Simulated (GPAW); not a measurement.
# SnO (Pm-3m) in GPAW: convergence with k mesh

Aim: find how far k mesh must go before the results for SnO settle, at r2SCAN. This setting moves, with any that are tied to it; all else stays.

Program: GPAW 26.7.0. These are calculated values, not measurements. Logs are shortened: lines on timing, memory, paths and dates and some standing lists are left out, and cuts for length are marked. The log counts tension as positive stress, the text compression.

## (1) The structure

It takes space group Pm-3m (No. 221, cubic). Conventional cell: a = 3.132 Å, b = 3.132 Å, c = 3.132 Å, α = 90.00°, β = 90.00°, γ = 90.00°. Around Sn (site symmetry m-3m) lie 8 O at 2.71 Å. Around O (site symmetry m-3m) lie 8 Sn at 2.71 Å.

The cell was built by a generator and needn't be a form met in nature.

## (2) With k mesh 2 × 2 × 2

run.py

```python
from ase import Atoms
from ase.dft.bandgap import bandgap
from ase.io import write
from ase.units import GPa
from gpaw import GPAW, PW

atoms = Atoms(['Sn', 'O'],
              cell=[[3.13193, 0.0, 0.0],
                    [0.0, 3.13193, 0.0],
                    [0.0, 0.0, 3.13193]],
              scaled_positions=[[0.0, 0.0, 0.0],
                                [0.5, 0.5, 0.5]],
              pbc=True)

calc = GPAW(mode=PW(800),
            xc='MGGA_X_R2SCAN+MGGA_C_R2SCAN',
            kpts={'size': (2, 2, 2), 'gamma': True},
            occupations={'name': 'fermi-dirac', 'width': 0.05},
            nbands=19,
            convergence={'density': 1e-05, 'energy': 1e-05},
            maxiter=100,
            txt='gpaw.txt')
atoms.calc = calc
energy = atoms.get_potential_energy()
forces = atoms.get_forces()
stress = atoms.get_stress()
calc.write('gs.gpw')
write('result.traj', atoms)
print(f'Energy: {energy:.6f} eV')
print('Forces (eV/A):')
print(forces.round(4))
print('Stress (GPa):', (stress / GPa).round(3))
print('Fermi level:', round(calc.get_fermi_level(), 4), 'eV')
print(f'Gap: {bandgap(calc)[0]:.4f} eV, direct: {bandgap(calc, direct=True)[0]:.4f} eV')
```

Potentials or basis: GPAW PAW data sets (gpaw-data 1.2.1), pw.

Started as:

```sh
$ OMP_NUM_THREADS=1 python run.py
```

gpaw.txt:

```text
__  _  _
 | _ |_)|_||  |
 |__||  | ||/\| - 26.7.0

Input parameters:
  mode=PW(ecut=800.0),
  convergence={'density': 1e-05, 'energy': 1e-05},
  kpts=MonkhorstPack(size=(2, 2, 2), gamma=True),
  maxiter=100,
  nbands=19,
  occupations=Occupations(name='fermi-dirac', width=0.05),
  xc=XC(name='MGGA_X_R2SCAN+MGGA_C_R2SCAN')

Diagonalizing LCAO Hamiltonian
Converting LCAO to pw mode
   .-------.
  /|       |
 * |       |
 | |  O    |
 | .-------.
 |/       /
 Sn------*

Atoms  # Å, Bohr magnetons
|   | symbol |        x |        y |        z |    initial magnetic moments |
|---|--------|----------|----------|----------|-----------------------------|
| 0 |     Sn | 0.000000 | 0.000000 | 0.000000 | ( 0.0000,  0.0000,  0.0000) |
| 1 |      O | 1.565965 | 1.565965 | 1.565965 | ( 0.0000,  0.0000,  0.0000) |

Unit cell  # Å
| periodic |        x |        y |        z |  lengths |    angles |
|----------|----------|----------|----------|----------|-----------|
|      yes | 3.131930 | 0.000000 | 0.000000 | 3.131930 | 90.000000 |
|      yes | 0.000000 | 3.131930 | 0.000000 | 3.131930 | 90.000000 |
|      yes | 0.000000 | 0.000000 | 3.131930 | 3.131930 | 90.000000 |

Number of symmetries: 48
Symmetry operations  # r_c * U_cc + t_c -> r_c
|    | kind |            matrix            |
|----|------|------------------------------|
|  0 |  E   |  1, 0, 0,  0, 1, 0,  0, 0, 1 |
|  1 |  σ   |  1, 0, 0,  0, 1, 0,  0, 0,-1 |
|  2 |  σ   |  1, 0, 0,  0, 0, 1,  0, 1, 0 |
|  3 |  C4  |  1, 0, 0,  0, 0, 1,  0,-1, 0 |
|  4 |  C4  |  1, 0, 0,  0, 0,-1,  0, 1, 0 |
|  5 |  σ   |  1, 0, 0,  0, 0,-1,  0,-1, 0 |
|  6 |  σ   |  1, 0, 0,  0,-1, 0,  0, 0, 1 |
|  7 |  C2  |  1, 0, 0,  0,-1, 0,  0, 0,-1 |
|  8 |  σ   |  0, 1, 0,  1, 0, 0,  0, 0, 1 |
|  9 |  C2  |  0, 1, 0,  1, 0, 0,  0, 0,-1 |
| 10 |  C3  |  0, 1, 0,  0, 0, 1,  1, 0, 0 |
| 11 |  S6  |  0, 1, 0,  0, 0, 1, -1, 0, 0 |
| 12 |  S6  |  0, 1, 0,  0, 0,-1,  1, 0, 0 |
| 13 |  C3  |  0, 1, 0,  0, 0,-1, -1, 0, 0 |
| 14 |  C4  |  0, 1, 0, -1, 0, 0,  0, 0, 1 |
| 15 |  S4  |  0, 1, 0, -1, 0, 0,  0, 0,-1 |
[... 135 lines left out ...]
  Trust region scale: 1.0
  Backstep threshold: 4.0
  History deletion threshold: 6.0
  Fourier metric: weight=20.0, sigma=0.015

occupation numbers:
  Fermi-Dirac:
    width: 0.0500  # eV

poisson solver:
  ecut: 6400.0  # eV

xc functional:
  name: MGGA_X_R2SCAN+MGGA_C_R2SCAN with 2 nearest neighbor stencil

convergence criteria:
- Maximum integral of absolute [dens]ity change: 1e-05 electrons / valence electron
- Maximum [total energy] change in last 3 cyles: 1e-05 eV / valence electron
- Maximum integral of absolute [eigenst]ate change: 4e-08 eV^2 / valence electron
maximum number of iterations: 100

SCF iterations
|iter     | |      energy | eigst |  dens |
|---------|-|-------------|-------|-------|
|iter:   1| |  -31.301219 | +0.20 |       |
|iter:   2| |  -25.810408 | -1.21 | -0.96 |
|iter:   3| |  -25.227316 | -1.72 | -1.07 |
|iter:   4| |  -25.311548 | -2.85 | -1.66 |
|iter:   5| |  -25.324387 | -2.98 | -1.79 |
|iter:   6| |  -25.324916 | -4.36 | -2.76 |
|iter:   7| |  -25.325083 | -4.63 | -3.06 |
|iter:   8| |  -25.325078c| -6.61 | -3.72 |
|iter:   9| |  -25.325077c| -7.28 | -4.13 |
|iter:  10| |  -25.325077c| -7.70c| -4.93 |
|iter:  11| |  -25.325077c| -8.36c| -5.76c|

Converged in 11 steps
Energy contributions relative to reference atoms: (reference = -170051.545608)

Energy contributions:
  Kinetic:          15.882654
  Coulomb:         -15.423868
  Zero:              0.015579
  External:          0.000000
  Xc:              -25.799423
  Entropy:          -0.000038
  Spinorbit:         0.000000
  ----------------------------
  Free energy:     -25.325096
  Extrapolated:    -25.325077

dipole moment: (-10.530709, -10.530709, -10.530709)  # |e|*Ang

Fermi level: 7.060
Eigenvalues  # (at kpt = [0.000, 0.000, 0.000])
| band index |      eig [eV] | occ [0-2] |
|------------|---------------|-----------|
|          0 |       -14.786 |     2.000 |
|        ... |               |           |
|          2 |       -14.441 |     2.000 |
|          3 |       -14.441 |     2.000 |
|          4 |       -14.441 |     2.000 |
|          5 |       -11.982 |     2.000 |
|          6 |        -0.162 |     2.000 |
|          7 |         4.386 |     2.000 |
[... 9 lines left out ...]
|         17 |        28.546 |     0.000 |
|         18 |        28.547 |     0.000 |

Gap: 1.004 eV
Transition (v -> c):
  (s=0, k=1, n=9, [0.50, 0.00, 0.00]) -> (s=0, k=1, n=10, [0.50, 0.00, 0.00])
No difference between direct/indirect transitions

Forces  # eV/Ang
|        x |        y |        z |
|----------|----------|----------|
|  0.00000 |  0.00000 | -0.00000 |  # Sn   0
| -0.00000 | -0.00000 | -0.00000 |  # O    1

Stress tensor  # eV/Ang^3
|        x |        y |        z |
|----------|----------|----------|
| 0.006974 | 0.000000 | 0.000000 |
| 0.000000 | 0.006974 | 0.000000 |
| 0.000000 | 0.000000 | 0.006974 |

# Writing to gs.gpw (mode='')
```

It took 6 s on 1 thread of Intel Xeon 6975P-C (Granite Rapids), shared host; peak memory 0.24 GiB.

Results:

```yaml
Free_energy: -25.3251 eV
Pressure: -1.1 GPa
Band_gap_on_the_k_mesh: 1.00 eV, direct
```

## (3) With k mesh 3 × 3 × 3

Edit run.py of step 2 so:

```diff
@@ -16,3 +16,3 @@
             xc='MGGA_X_R2SCAN+MGGA_C_R2SCAN',
-            kpts={'size': (2, 2, 2), 'gamma': True},
+            kpts={'size': (3, 3, 3), 'gamma': True},
             occupations={'name': 'fermi-dirac', 'width': 0.05},
```

Potentials or basis: GPAW PAW data sets (gpaw-data 1.2.1), pw.

Started as:

```sh
$ OMP_NUM_THREADS=1 python run.py
```

Wall time 5.8 s (1 thread of Intel Xeon 6975P-C (Granite Rapids), shared host); peak memory 0.24 GiB.

Results:

| Quantity | Value |
| --- | --- |
| Free energy | -25.7713 eV |
| Pressure | -3.1 GPa |
| Band gap on the k mesh | 3.43 eV, indirect (least direct gap 3.52 eV) |

## (4) With k mesh 4 × 4 × 4

Edit run.py of step 3 so:

```diff
@@ -16,3 +16,3 @@
             xc='MGGA_X_R2SCAN+MGGA_C_R2SCAN',
-            kpts={'size': (3, 3, 3), 'gamma': True},
+            kpts={'size': (4, 4, 4), 'gamma': True},
             occupations={'name': 'fermi-dirac', 'width': 0.05},
```

Started as:

```sh
$ OMP_NUM_THREADS=1 python run.py
```

Wall time 10 s (1 thread of Intel Xeon 6975P-C (Granite Rapids), shared host); peak memory 0.25 GiB.

Results:

```
Free energy            : -25.7663 eV
Pressure               : -3.0 GPa
Band gap on the k mesh : 0.74 eV, indirect (least direct gap 1.33 eV)
```

## (5) With k mesh 5 × 5 × 5

Edit run.py of step 4 so:

```diff
@@ -16,3 +16,3 @@
             xc='MGGA_X_R2SCAN+MGGA_C_R2SCAN',
-            kpts={'size': (4, 4, 4), 'gamma': True},
+            kpts={'size': (5, 5, 5), 'gamma': True},
             occupations={'name': 'fermi-dirac', 'width': 0.05},
```

Started as:

```sh
$ OMP_NUM_THREADS=1 python run.py
```

Wall time 10 s (1 thread of Intel Xeon 6975P-C (Granite Rapids), shared host); peak memory 0.25 GiB.

Results (log left out):

```yaml
Free_energy: -25.7712 eV
Pressure: -3.0 GPa
Band_gap_on_the_k_mesh: 1.49 eV, indirect (least direct gap 2.03 eV)
```

## (6) With k mesh 7 × 7 × 7

Edit run.py of step 5 so:

```diff
@@ -16,3 +16,3 @@
             xc='MGGA_X_R2SCAN+MGGA_C_R2SCAN',
-            kpts={'size': (5, 5, 5), 'gamma': True},
+            kpts={'size': (7, 7, 7), 'gamma': True},
             occupations={'name': 'fermi-dirac', 'width': 0.05},
```

Potentials or basis: GPAW PAW data sets (gpaw-data 1.2.1), pw.

Started as:

```sh
$ OMP_NUM_THREADS=1 python run.py
```

It took 18 s on 1 thread of Intel Xeon 6975P-C (Granite Rapids), shared host; peak memory 0.26 GiB.

Results (log left out):

```
Free energy            : -25.7675 eV
Pressure               : -3.1 GPa
Band gap on the k mesh : 0.91 eV, indirect (least direct gap 1.26 eV)
```

## (7) With k mesh 8 × 8 × 8

Edit run.py of step 6 so:

```diff
@@ -16,3 +16,3 @@
             xc='MGGA_X_R2SCAN+MGGA_C_R2SCAN',
-            kpts={'size': (7, 7, 7), 'gamma': True},
+            kpts={'size': (8, 8, 8), 'gamma': True},
             occupations={'name': 'fermi-dirac', 'width': 0.05},
```

Started as:

```sh
$ OMP_NUM_THREADS=1 python run.py
```

It took 30 s on 1 thread of Intel Xeon 6975P-C (Granite Rapids), shared host; peak memory 0.27 GiB.

Results (log left out):

```yaml
Free_energy: -25.7592 eV
Pressure: -2.9 GPa
Band_gap_on_the_k_mesh: 0.10 eV, indirect (least direct gap 0.22 eV)
```

## (8) With k mesh 9 × 9 × 9

Edit run.py of step 7 so:

```diff
@@ -16,3 +16,3 @@
             xc='MGGA_X_R2SCAN+MGGA_C_R2SCAN',
-            kpts={'size': (8, 8, 8), 'gamma': True},
+            kpts={'size': (9, 9, 9), 'gamma': True},
             occupations={'name': 'fermi-dirac', 'width': 0.05},
```

Started as:

```sh
$ OMP_NUM_THREADS=1 python run.py
```

Run time: 30 s. Hardware: 1 thread of Intel Xeon 6975P-C (Granite Rapids), shared host; peak memory 0.27 GiB.

Results (log left out):

```yaml
Free_energy: -25.7674 eV
Pressure: -3.1 GPa
Band_gap_on_the_k_mesh: 0.62 eV, indirect (least direct gap 1.00 eV)
```

## (9) With k mesh 11 × 11 × 11

Edit run.py of step 8 so:

```diff
@@ -16,3 +16,3 @@
             xc='MGGA_X_R2SCAN+MGGA_C_R2SCAN',
-            kpts={'size': (9, 9, 9), 'gamma': True},
+            kpts={'size': (11, 11, 11), 'gamma': True},
             occupations={'name': 'fermi-dirac', 'width': 0.05},
```

Potentials or basis: GPAW PAW data sets (gpaw-data 1.2.1), pw.

Started as:

```sh
$ OMP_NUM_THREADS=1 python run.py
```

It took 48 s on 1 thread of Intel Xeon 6975P-C (Granite Rapids), shared host; peak memory 0.29 GiB.

It converged, with:

| Item | Value |
| --- | --- |
| Free energy | -25.7672 eV |
| Pressure | -3.1 GPa |
| Band gap on the k mesh | 0.49 eV, indirect (least direct gap 0.82 eV) |

## (10) The series at a glance

| k mesh | energy less the tightest run, at zero smearing (meV/atom) | pressure (GPa) | gap on the mesh (eV) | SCF cycles | CPU time (s) | peak memory (GiB) |
| --- | --- | --- | --- | --- | --- | --- |
| 2 × 2 × 2 | 221.04 | -1.12 | 1.004 | 11 | 6 | 0.24 |
| 3 × 3 × 3 | -2.07 | -3.06 | 3.430 | 10 | 5.8 | 0.24 |
| 4 × 4 × 4 | 0.44 | -2.97 | 0.737 | 10 | 10 | 0.25 |
| 5 × 5 × 5 | -2.04 | -2.97 | 1.486 | 10 | 10 | 0.25 |
| 7 × 7 × 7 | -0.17 | -3.09 | 0.906 | 10 | 18 | 0.26 |
| 8 × 8 × 8 | 4.50 | -2.94 | 0.098 | 10 | 30 | 0.27 |
| 9 × 9 × 9 | -0.10 | -3.13 | 0.625 | 10 | 30 | 0.27 |
| 11 × 11 × 11 | 0.00 | -3.12 | 0.488 | 10 | 48 | 0.29 |

Against the tightest run, the energy stays within 1 meV/atom from 9 × 9 × 9 on; the pressure stays within 0.1 GPa from 9 × 9 × 9 on. Not settled before the last step: the gap on the mesh (to 0.01 eV). Meshes of other sizes hit other points, so gaps and Fermi surfaces needn't settle smoothly. The tightest run that finished is the yardstick and may itself not be fully converged.

Caveats: the PAW data sets were made with another functional, which shifts forces and pressure a little; spin-orbit coupling is left out, which moves the levels of the heavy elements; an odd mesh through Γ misses points on the zone boundary, where band edges often lie.
